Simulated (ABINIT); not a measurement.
Write the native input for ABINIT 10.8.3 (patched build) that does the following.

```yaml
Task: single point
Functional: r2SCAN
Potentials_or_basis: JTH PAW PBE v2.0
Cutoff: 762 eV
k_mesh: 4 × 4 × 4
Occupations: fermi-dirac, width 0.05 eV
Spin: no spin polarisation
Fine-grid_cutoff: 1360.57 eV
```

CaO:

```xyz
2
Lattice="0.0000 2.4036 2.4036 2.4036 0.0000 2.4036 2.4036 2.4036 0.0000" Properties=species:S:1:pos:R:3 pbc="T T T"
Ca    0.0000    0.0000    0.0000
O     2.4036    2.4036    2.4036
```

The cell is a database's computed one.

The input as run:

run.abi

```
# Pseudopotentials
pp_dirpath "./"
pseudos "Ca.GGA_PBE-JTH.xml, O.GGA_PBE-JTH.xml"

# Structure
acell 3*1.0 Angstrom
rprim
     0.0000000000     2.4035556960     2.4035556960
     2.4035556960     0.0000000000     2.4035556960
     2.4035556960     2.4035556960     0.0000000000
ntypat 2
znucl 20 8
natom 2
typat 1 2
xred
     0.0000000000     0.0000000000     0.0000000000
     0.5000000000     0.5000000000     0.5000000000

# Plane-wave basis
ecut 28.0
pawecutdg 50.0

# k points
kptopt 1
ngkpt 4 4 4
nshiftk 1
shiftk 0.0 0.0 0.0

# Exchange and correlation
ixc -497498
usekden 1
pawxcdev 0

# Bands and occupations
nband 12
occopt 3
tsmear 0.00183747

# SCF cycle
nstep 100
tolvrs 1.0e-7

# Output
iomode 3
prtwf 0
prtden 0
prteig 0
prtebands 0
enunit 2
```

Potentials or basis: JTH PAW PBE v2.0.

The run is started by

```bash
$ abinit run.abi > log 2>&1
```

Results of the run:

The pressure is -1.3 GPa, the band gap on the k mesh is 4.19 eV, indirect (least direct gap 4.57 eV) and the valence electrons inside the program's atomic spheres are Ca 7.45; O 4.54.

Caveat: the k mesh is coarse (spacing up to 0.57 Å⁻¹), so the values aren't converged; the PAW data sets were made with another functional, which shifts forces and pressure a little.

It took 22 s on 1 thread of Arm Neoverse V1, with other jobs on the host, peak memory 0.12 GiB.
